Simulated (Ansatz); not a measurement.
A run of Ansatz 0.2.0:

input.yaml

```yaml
crystal:
  lattice:
    - [2.9682645463, 0.0, 0.0]
    - [0.0002080834, 4.7076067549, 0.0]
    - [1.4835696211, 0.242353462, 7.0834647979]
  atoms:
    - { symbol: Ti, position: [0.00337187, 0.00038881, 0.00070319] }
    - { symbol: Ti, position: [0.34464021, 0.48025965, 0.31695987] }
    - { symbol: Ti, position: [0.66170814, 0.52047436, 0.68449636] }
    - { symbol: O, position: [0.44003816, 0.18543769, 0.1285388] }
    - { symbol: O, position: [0.77792634, 0.29772875, 0.45187807] }
    - { symbol: O, position: [0.10123624, 0.30895342, 0.80624322] }
    - { symbol: O, position: [0.90649721, 0.69183699, 0.19517157] }
    - { symbol: O, position: [0.22940715, 0.70300728, 0.54951473] }
    - { symbol: O, position: [0.56802567, 0.81530006, 0.87282718] }
hamiltonian:
  xc: pbe
  pseudopotentials: { kind: paw }
kpoints:
  mp_grid: { grid: [9, 6, 4] }
  band_path:
    path:
      - [[0.0, 0.0, 0.5], [0.0, 0.0, 0.0], [0.0, 0.5, 0.0]]
      - [[0.0, 0.5, 0.5], [0.0, 0.0, 0.0], [-0.5, -0.5, -0.5]]
      - [[-0.5, -0.5, 0.0], [0.0, 0.0, 0.0], [-0.5, 0.0, -0.5]]
      - [[-0.5, 0.0, 0.0], [0.0, 0.0, 0.0]]
    npoints: 10
scf:
  occupations: { method: fermi_dirac, width: 0.05 }
  n_extra_bands: 22
output:
  forces: true
  stress: true
  eigenvalues: true
  fatbands: false
```

Potentials or basis: Ansatz PAW.

The run is started by

```sh
$ ansatz run input.yaml --threads 4 --pin off --max-ram 11264MiB --backend cpu --events-out ev --progress --plain --runs-dir out
```

Hardware: 4 threads of Arm Neoverse V2, on a shared host.

Question: How long does it take, and how much memory?

Answer: Run time: 23 s on 4 threads of Arm Neoverse V2 (shared host), peak memory 0.73 GiB. Counts: scf iterations 9, plane waves 1911, k points 110, bands 58.
